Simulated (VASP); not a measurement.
# How U changes Yb, part 2 of 3

Wanted: how far the results for Yb hang on the Hubbard correction. The start is a cell from a database of measured crystal structures.

VASP 6.6.1, plane waves and PAW; the level of theory is named at each step.

Still holding for the runs below: The k-mesh is coarse for a metal.

So far. Step 2 (Series over U, start order fm, U 0): Energy at zero smearing: -7.02208 eV.

## (3) Series over U, start order AFM, U 0

This step: PBE, spin-polarised from an antiferromagnetic start; plane waves and PAW (Yb) (VASP 6.6.1).

Input file INCAR:

```
SYSTEM = Yb
PREC = Accurate
ENCUT = 420
EDIFF = 1E-06
NELM = 150
ISMEAR = 0
SIGMA = 0.05
LREAL = .FALSE.
ALGO = Normal
GGA = PE
NBANDS = 35
ISPIN = 2
MAGMOM = 1 -1
LASPH = .TRUE.
LMAXMIX = 6
AMIX = 0.2
BMIX = 1E-04
AMIX_MAG = 0.8
BMIX_MAG = 1E-04
LORBIT = 11
LWAVE = .FALSE.
LCHARG = .FALSE.
NEDOS = 1200
```

Input file POSCAR:

```
Yb
1.0
    0.0000000000      5.4862000000      5.4862000000
    2.7431000000      0.0000000000      2.7431000000
    2.7431000000      2.7431000000      0.0000000000
Yb
2
Direct
    0.0000000000      0.0000000000      0.0000000000
    0.5000000000      0.0000000000      0.0000000000
```

Input file KPOINTS:

```
Automatic mesh
0
Gamma
5 5 5
0 0 0
```

The projector-augmented-wave data sets are Yb (PBE family, release 64).

Run with:

```console
$ mpirun -np 1 vasp_std
```

The program printed:

```text
[... set-up lines as in an earlier step ...]
 entering main loop
       N       E                     dE             d eps       ncg     rms          rms(c)
DAV:   1     0.308681615807E+03    0.30868E+03   -0.13724E+04  3908   0.745E+03
DAV:   2     0.542996856385E+02   -0.25438E+03   -0.23657E+03  3581   0.759E+02
DAV:   3     0.471015688152E+01   -0.49590E+02   -0.48445E+02  3614   0.169E+02
DAV:   4    -0.544962286121E+01   -0.10160E+02   -0.10018E+02  5159   0.680E+01
DAV:   5    -0.713158182516E+01   -0.16820E+01   -0.16736E+01  5176   0.307E+01    0.215E+01
DAV:   6    -0.709972707211E+01    0.31855E-01   -0.49796E+00  4528   0.509E+01    0.256E+01
DAV:   7    -0.699205475594E+01    0.10767E+00   -0.84041E-01  5176   0.165E+01    0.169E+01
DAV:   8    -0.933001589044E+01   -0.23380E+01   -0.26178E+00  3693   0.419E+01    0.513E+01
DAV:   9    -0.107990991430E+02   -0.14691E+01   -0.11150E+00  5064   0.229E+01    0.658E+01
DAV:  10    -0.107557222594E+02    0.43377E-01   -0.17294E-01  4733   0.723E+00    0.680E+01
DAV:  11    -0.720452795723E+01    0.35512E+01   -0.19278E+00  3256   0.513E+01    0.317E+01
DAV:  12    -0.722128952221E+01   -0.16762E-01   -0.32763E-01  3872   0.796E+00    0.285E+01
DAV:  13    -0.693321943832E+01    0.28807E+00   -0.19311E+00  3804   0.523E+01    0.154E+01
DAV:  14    -0.710278501313E+01   -0.16957E+00   -0.25291E-01  4280   0.107E+01    0.109E+01
DAV:  15    -0.711485582532E+01   -0.12071E-01   -0.32099E-02  4576   0.457E+00    0.908E+00
DAV:  16    -0.710909097035E+01    0.57649E-02   -0.16655E-02  4752   0.406E+00    0.701E+00
DAV:  17    -0.710066339427E+01    0.84276E-02   -0.97861E-03  5120   0.268E+00    0.576E+00
DAV:  18    -0.709677641087E+01    0.38870E-02   -0.48683E-03  5295   0.961E-01    0.537E+00
DAV:  19    -0.709277192822E+01    0.40045E-02   -0.10029E-03  5304   0.518E-01    0.502E+00
DAV:  20    -0.708098915968E+01    0.11783E-01   -0.16968E-03  4144   0.152E+00    0.454E+00
DAV:  21    -0.704283157008E+01    0.38158E-01   -0.27202E-02  4000   0.514E+00    0.294E+00
DAV:  22    -0.703718983361E+01    0.56417E-02   -0.67396E-03  4568   0.140E+00    0.277E+00
DAV:  23    -0.703637475046E+01    0.81508E-03   -0.77751E-04  5224   0.232E-01    0.272E+00
DAV:  24    -0.703486742169E+01    0.15073E-02   -0.97255E-05  4544   0.256E-01    0.275E+00
DAV:  25    -0.703560448098E+01   -0.73706E-03   -0.23124E-05  5192   0.258E-01    0.276E+00
DAV:  26    -0.703289398189E+01    0.27105E-02   -0.96445E-05  4511   0.103E+00    0.262E+00
DAV:  27    -0.703030022318E+01    0.25938E-02   -0.12773E-04  4544   0.783E-01    0.259E+00
DAV:  28    -0.703020899394E+01    0.91229E-04   -0.63361E-05  3992   0.201E-01    0.250E+00
DAV:  29    -0.702944026826E+01    0.76873E-03   -0.10279E-04  4563   0.435E-01    0.236E+00
DAV:  30    -0.702453985790E+01    0.49004E-02   -0.70107E-04  3880   0.948E-01    0.214E+00
[...]
DAV:  49    -0.702303144058E+01   -0.39561E-04   -0.29680E-04  4696   0.244E-01    0.171E+00
DAV:  50    -0.702308771799E+01   -0.56277E-04   -0.31602E-05  4316   0.136E-01    0.173E+00
DAV:  51    -0.702454734051E+01   -0.14596E-02   -0.90422E-04  3930   0.300E+00    0.182E+00
DAV:  52    -0.702388278425E+01    0.66456E-03   -0.26143E-04  4282   0.106E+00    0.168E+00
DAV:  53    -0.702357335883E+01    0.30943E-03   -0.15335E-04  4204   0.570E-01    0.151E+00
DAV:  54    -0.702342967587E+01    0.14368E-03   -0.29706E-04  4140   0.495E-01    0.138E+00
DAV:  55    -0.702343440536E+01   -0.47295E-05   -0.82398E-05  4464   0.269E-01    0.142E+00
DAV:  56    -0.702346727388E+01   -0.32869E-04   -0.36275E-05  4594   0.221E-01    0.144E+00
DAV:  57    -0.702345861453E+01    0.86594E-05   -0.10529E-05  4272   0.663E-02    0.147E+00
DAV:  58    -0.702345628817E+01    0.23264E-05   -0.60783E-07  2270   0.348E-02    0.148E+00
DAV:  59    -0.702345737700E+01   -0.10888E-05   -0.15885E-07  1926   0.644E-02    0.148E+00
DAV:  60    -0.702345768514E+01   -0.30815E-06   -0.51535E-06  2527   0.138E-01
   1 F= -.70234577E+01 E0= -.70220983E+01  d E =-.271877E-02  mag=     0.0000
```

Run time: 9.4 min. Hardware: 1 MPI rank of AMD EPYC 7R43, shared host; peak memory 0.25 GiB.

OUTCAR, selected parts (step 3):

```text
The static configuration has the point symmetry D_3d.

 Found     19 irreducible k-points:

   NELECT =      48.0000    total number of electrons

 E-fermi :   1.1787

 spin component 1
 k-point     1 :       0.0000    0.0000    0.0000
  band No.  band energies     occupation
    ...
     20       0.9015      1.00000
     21       0.9091      1.00000
     22       0.9091      1.00000
     23       0.9140      1.00000
     24       0.9191      1.00000
     25       1.3012      0.00027
     26       3.7025      0.00000
     27       3.7025      0.00000
     28       3.8910      0.00000
     29       3.8910      0.00000
    ...

 k-point     2 :       0.2000    0.0000    0.0000
  band No.  band energies     occupation
    ...
     20       0.8946      1.00000
     21       0.8997      1.00000
     22       0.8997      1.00000
     23       0.9143      1.00000
     24       0.9189      1.00000
     25       1.6494      0.00000
     26       3.6153      0.00000
     27       3.7914      0.00000
     28       3.7914      0.00000
     29       3.9887      0.00000
    ...

 k-point     3 :       0.4000    0.0000    0.0000
  band No.  band energies     occupation
    ...
     20       0.8774      1.00000
     21       0.8807      1.00000
     22       0.8807      1.00000
     23       0.9146      1.00000
     24       0.9187      1.00000
     25       2.2961      0.00000
     26       2.9922      0.00000
     27       4.0035      0.00000
     28       4.0035      0.00000
     29       4.1243      0.00000
    ...

 k-point     4 :       0.0000    0.2000    0.0000
  band No.  band energies     occupation
    ...
     20       0.8821      1.00000
     21       0.8858      1.00000
     22       0.8969      1.00000
     23       0.9090      1.00000
     24       0.9111      1.00000
     25       1.3998      0.00000
     26       2.8883      0.00000
     27       2.9918      0.00000
     28       4.1242      0.00000
     29       4.1249      0.00000
    ...

  Total       -3.9816656     -3.9816656     -3.9816656      0.0283272     -0.0283272      0.0283272
  in kB      -77.2663593    -77.2663593    -77.2663593      0.5497041     -0.5497041      0.5497041
  external PRESSURE =     -77.2663593 kB  Pullay stress =       0.0000000 kB

 POSITION                                       TOTAL-FORCE (eV/Angst)
 -----------------------------------------------------------------------------------
      0.00000      0.00000      0.00000        -0.000000      0.000000      0.000000
      0.00000      2.74310      2.74310         0.000000      0.000000      0.000000
 -----------------------------------------------------------------------------------
    total drift:                                0.000000      0.000000      0.000000

  FREE ENERGIE OF THE ION-ELECTRON SYSTEM (eV)
  ---------------------------------------------------
  free  energy   TOTEN  =        -7.0234576851 eV

  energy  without entropy=       -7.0207389128  energy(sigma->0) =       -7.02209830

 total charge
# of ion       s       p       d       f       tot
--------------------------------------------------
    1        2.213   5.975   0.207  13.661  22.055
    2        2.213   5.975   0.207  13.661  22.055
--------------------------------------------------
tot          4.425  11.949   0.414  27.321  44.110

 magnetization (x)
# of ion       s       p       d       f       tot
--------------------------------------------------
    1        0.000   0.000   0.000  -0.002  -0.002
    2       -0.000  -0.000  -0.000   0.002   0.002
--------------------------------------------------
tot          0.000   0.000   0.000   0.000   0.000

[... 8 parts as in an earlier step ...]

[... 4 further parts left out ...]
```

Numbers from this step:

| Item | Value |
| --- | --- |
| electronic cycles | 60 |
| Fermi energy | 1.179 eV |

EDIFF was met while the residual of the charge density, rms(c), still stood at 0.1, so the density had not settled and the numbers of this run are doubtful.

Energy at zero smearing: -7.02210 eV.

## (4) Series over U, start order fm, U 4

This step: PBE, DFT+U (Yb f 4 eV), spin-polarised from a ferromagnetic start; plane waves and PAW (Yb) (VASP 6.6.1).

INCAR: that of step 3 with these lines changed.

```diff
@@ -12,3 +12,9 @@
 ISPIN = 2
-MAGMOM = 1 -1
+MAGMOM = 1 1
+LDAU = .TRUE.
+LDAUTYPE = 2
+LDAUL = 3
+LDAUU = 4
+LDAUJ = 0
+LDAUPRINT = 1
 LASPH = .TRUE.
```

POSCAR is that of step 3.

KPOINTS is that of step 3.

Run with:

```console
$ mpirun -np 1 vasp_std
```

The program printed:

```text
[... set-up lines as in an earlier step ...]
 entering main loop
       N       E                     dE             d eps       ncg     rms          rms(c)
DAV:   1     0.316176482498E+03    0.31618E+03   -0.13919E+04  3946   0.772E+03
DAV:   2     0.589906271835E+02   -0.25719E+03   -0.23804E+03  3504   0.802E+02
DAV:   3     0.496144555658E+01   -0.54029E+02   -0.52803E+02  3675   0.171E+02
DAV:   4    -0.491606099751E+01   -0.98775E+01   -0.97478E+01  5130   0.644E+01
[...]
DAV:  32    -0.599409156015E+01   -0.27306E-05   -0.80661E-06  3396   0.237E-02    0.448E-02
DAV:  33    -0.599409317008E+01   -0.16099E-05   -0.58950E-06  3325   0.222E-02    0.448E-02
DAV:  34    -0.599409335163E+01   -0.18155E-06   -0.16659E-06  2299   0.162E-02
   1 F= -.59940934E+01 E0= -.59927940E+01  d E =-.259864E-02  mag=    -0.0027
```

Elapsed: 5.3 min, on 1 MPI rank; peak memory 0.24 GiB.

Parts of OUTCAR (step 4):

```text
  Total       -0.6261682     -0.6261682     -0.6261682      0.0644915     -0.0644915      0.0644915
  in kB      -12.1511300    -12.1511300    -12.1511300      1.2514923     -1.2514923      1.2514923
  external PRESSURE =     -12.1511300 kB  Pullay stress =       0.0000000 kB

  FREE ENERGIE OF THE ION-ELECTRON SYSTEM (eV)
  ---------------------------------------------------
  free  energy   TOTEN  =        -5.9940933516 eV

  energy  without entropy=       -5.9914947130  energy(sigma->0) =       -5.99279403

 magnetization (x)
# of ion       s       p       d       f       tot
--------------------------------------------------
    1        0.000  -0.000  -0.000   0.000  -0.000
    2        0.000  -0.000  -0.000   0.000  -0.000
--------------------------------------------------
tot          0.000  -0.000  -0.000   0.000  -0.001

[... 3 parts as in an earlier step ...]

[... 1 further part left out ...]
[key lines of the parts left out:]
E-fermi :   1.1864
```

DFT+U on an f shell has many metastable occupations, and no search among them was made.

Energy at zero smearing: -5.99279 eV.

## (5) Series over U, start order AFM, U 4

This step: PBE, DFT+U (Yb f 4 eV), spin-polarised from an antiferromagnetic start; plane waves and PAW (Yb) (VASP 6.6.1).

INCAR: that of step 4 with these lines changed.

```diff
@@ -12,3 +12,3 @@
 ISPIN = 2
-MAGMOM = 1 1
+MAGMOM = 1 -1
 LDAU = .TRUE.
```

POSCAR is that of step 4.

KPOINTS is that of step 4.

Run with:

```console
$ mpirun -np 1 vasp_std
```

The program printed:

```text
[... set-up lines as in an earlier step ...]
 entering main loop
       N       E                     dE             d eps       ncg     rms          rms(c)
DAV:   1     0.316021229155E+03    0.31602E+03   -0.13762E+04  3933   0.772E+03
DAV:   2     0.599079133940E+02   -0.25611E+03   -0.23688E+03  3533   0.811E+02
DAV:   3     0.561091619821E+01   -0.54297E+02   -0.53097E+02  3552   0.175E+02
DAV:   4    -0.455400771688E+01   -0.10165E+02   -0.10033E+02  5030   0.710E+01
[...]
DAV:  26    -0.599409859178E+01   -0.46071E-05   -0.35582E-06  3608   0.420E-02    0.527E-01
DAV:  27    -0.599409469915E+01    0.38926E-05   -0.14014E-06  2848   0.468E-02    0.146E-01
DAV:  28    -0.599409463269E+01    0.66457E-07   -0.22421E-06  2456   0.191E-02
   1 F= -.59940946E+01 E0= -.59927949E+01  d E =-.259939E-02  mag=     0.0000
```

The job ended after 4.5 min (1 MPI rank; peak memory 0.23 GiB).

OUTCAR, selected parts (step 5):

```text
  Total       -0.8032705     -0.8032705     -0.8032705      0.0648941     -0.0648941      0.0648941
  in kB      -15.5878957    -15.5878957    -15.5878957      1.2593041     -1.2593041      1.2593041
  external PRESSURE =     -15.5878957 kB  Pullay stress =       0.0000000 kB

 POSITION                                       TOTAL-FORCE (eV/Angst)
 -----------------------------------------------------------------------------------
      0.00000      0.00000      0.00000         0.000000     -0.000000     -0.000000
      0.00000      2.74310      2.74310        -0.000000      0.000000      0.000000
 -----------------------------------------------------------------------------------
    total drift:                                0.000000      0.000000      0.000000

  FREE ENERGIE OF THE ION-ELECTRON SYSTEM (eV)
  ---------------------------------------------------
  free  energy   TOTEN  =        -5.9940946327 eV

  energy  without entropy=       -5.9914952415  energy(sigma->0) =       -5.99279494

 magnetization (x)
# of ion       s       p       d       f       tot
--------------------------------------------------
    1       -0.000   0.000   0.000  -0.000   0.000
    2        0.000  -0.000  -0.000   0.000  -0.000
--------------------------------------------------
tot          0.000   0.000   0.000   0.000   0.000

[... 2 parts as in an earlier step ...]

[... 1 further part left out ...]
[key lines of the parts left out:]
E-fermi :   1.1864
```

Energy at zero smearing: -5.99279 eV.

The run ends at a pressure of -1.56 GPa.

## (6) Series over U, start order fm, U 4 (run 2)

This step: PBE, DFT+U (Yb f 4 eV), spin-polarised from a ferromagnetic start; plane waves and PAW (Yb) (VASP 6.6.1).

INCAR: that of step 5 with these lines changed.

```diff
@@ -12,8 +12,8 @@
 ISPIN = 2
-MAGMOM = 1 -1
+MAGMOM = 1 1
 LDAU = .TRUE.
-LDAUTYPE = 2
+LDAUTYPE = 4
 LDAUL = 3
 LDAUU = 4
-LDAUJ = 0
+LDAUJ = 0.5
 LDAUPRINT = 1
```

POSCAR is that of step 5.

KPOINTS is that of step 5.

Run with:

```console
$ mpirun -np 1 vasp_std
```

The program printed:

```text
[... set-up lines as in an earlier step ...]
 entering main loop
       N       E                     dE             d eps       ncg     rms          rms(c)
DAV:   1     0.315084294599E+03    0.31508E+03   -0.13915E+04  3943   0.769E+03
DAV:   2     0.584303690471E+02   -0.25665E+03   -0.23742E+03  3510   0.792E+02
DAV:   3     0.456573894563E+01   -0.53865E+02   -0.52630E+02  3755   0.171E+02
DAV:   4    -0.518967915031E+01   -0.97554E+01   -0.96195E+01  5106   0.642E+01
[...]
DAV:  20    -0.609710426765E+01    0.81801E-05   -0.64399E-05  4832   0.126E-01    0.110E-01
DAV:  21    -0.609710587328E+01   -0.16056E-05   -0.15367E-05  4656   0.264E-02    0.516E-02
DAV:  22    -0.609710589770E+01   -0.24420E-07   -0.25919E-07  2184   0.662E-03
   1 F= -.60971059E+01 E0= -.60958323E+01  d E =-.254711E-02  mag=     0.0000
```

Run time: 4 min. Hardware: 1 MPI rank; peak memory 0.23 GiB.

From OUTCAR (step 6):

```text
  Total       -0.9615508     -0.9615508     -0.9615508      0.0665806     -0.0665806      0.0665806
  in kB      -18.6594089    -18.6594089    -18.6594089      1.2920326     -1.2920326      1.2920326
  external PRESSURE =     -18.6594089 kB  Pullay stress =       0.0000000 kB

 POSITION                                       TOTAL-FORCE (eV/Angst)
 -----------------------------------------------------------------------------------
      0.00000      0.00000      0.00000         0.000000      0.000000      0.000000
      0.00000      2.74310      2.74310        -0.000000     -0.000000     -0.000000
 -----------------------------------------------------------------------------------
    total drift:                                0.000000      0.000000      0.000000

  FREE ENERGIE OF THE ION-ELECTRON SYSTEM (eV)
  ---------------------------------------------------
  free  energy   TOTEN  =        -6.0971058977 eV

  energy  without entropy=       -6.0945587868  energy(sigma->0) =       -6.09583234

 magnetization (x)
# of ion       s       p       d       f       tot
--------------------------------------------------
    1       -0.000  -0.000  -0.000  -0.000  -0.000
    2       -0.000  -0.000  -0.000  -0.000  -0.000
--------------------------------------------------
tot         -0.000  -0.000  -0.000  -0.000  -0.000

[... 2 parts as in an earlier step ...]

[... 1 further part left out ...]
[key lines of the parts left out:]
E-fermi :   1.1841
```

Energy at zero smearing: -6.09583 eV.

The run ends at a pressure of -1.87 GPa.

## (7) Series over U, start order AFM, U 4 (run 2)

This step: PBE, DFT+U (Yb f 4 eV), spin-polarised from an antiferromagnetic start; plane waves and PAW (Yb) (VASP 6.6.1).

INCAR: that of step 6 with these lines changed.

```diff
@@ -12,3 +12,3 @@
 ISPIN = 2
-MAGMOM = 1 1
+MAGMOM = 1 -1
 LDAU = .TRUE.
```

POSCAR is that of step 6.

KPOINTS is that of step 6.

Run with:

```console
$ mpirun -np 1 vasp_std
```

The program printed:

```text
[... set-up lines as in an earlier step ...]
 entering main loop
       N       E                     dE             d eps       ncg     rms          rms(c)
DAV:   1     0.314127058774E+03    0.31413E+03   -0.13760E+04  3935   0.769E+03
DAV:   2     0.577146276611E+02   -0.25641E+03   -0.23796E+03  3546   0.796E+02
DAV:   3     0.459135369156E+01   -0.53123E+02   -0.51904E+02  3687   0.170E+02
DAV:   4    -0.504022084539E+01   -0.96316E+01   -0.95059E+01  5092   0.660E+01
[...]
DAV:  21    -0.609709871555E+01    0.64834E-04   -0.20708E-04  4912   0.200E-01    0.917E-01
DAV:  22    -0.609710378538E+01   -0.50698E-05   -0.86401E-05  4984   0.758E-02    0.151E-01
DAV:  23    -0.609710458621E+01   -0.80084E-06   -0.46735E-06  3197   0.144E-02
   1 F= -.60971046E+01 E0= -.60958308E+01  d E =-.254757E-02  mag=     0.0000
```

The job ended after 4.1 min (1 MPI rank; peak memory 0.23 GiB).

Parts of OUTCAR (step 7):

```text
  Total       -0.7751033     -0.7751033     -0.7751033      0.0623984     -0.0623984      0.0623984
  in kB      -15.0412959    -15.0412959    -15.0412959      1.2108746     -1.2108746      1.2108746
  external PRESSURE =     -15.0412959 kB  Pullay stress =       0.0000000 kB

  FREE ENERGIE OF THE ION-ELECTRON SYSTEM (eV)
  ---------------------------------------------------
  free  energy   TOTEN  =        -6.0971045862 eV

  energy  without entropy=       -6.0945570125  energy(sigma->0) =       -6.09583080

 magnetization (x)
# of ion       s       p       d       f       tot
--------------------------------------------------
    1       -0.000   0.000   0.000  -0.000  -0.000
    2        0.000  -0.000  -0.000   0.000   0.000
--------------------------------------------------
tot          0.000   0.000   0.000   0.000   0.000

[... 3 parts as in an earlier step ...]

[... 1 further part left out ...]
[key lines of the parts left out:]
E-fermi :   1.1842
```

Energy at zero smearing: -6.09583 eV.

The run ends at a pressure of -1.50 GPa.

[end of part 2 of 3]

[Lines on the potential files, build, host, timing and source positions are cut from VASP's logs without a mark.]

[Logs are printed without paths, hosts, clocks, repeated set-up lines and the standing remarks that a program may print on its own settings, such as how far it seeks lower states.]

[Hosts, paths, dates, database ids (printed as entryN), source tags and the programs' standing remarks are cut or masked in the printed files.]

[In band tables of VASP the shares of atoms and orbitals are scaled to a sum of 1 inside the atoms' spheres.]

[Runs that stopped without an error message from VASP are left out.]
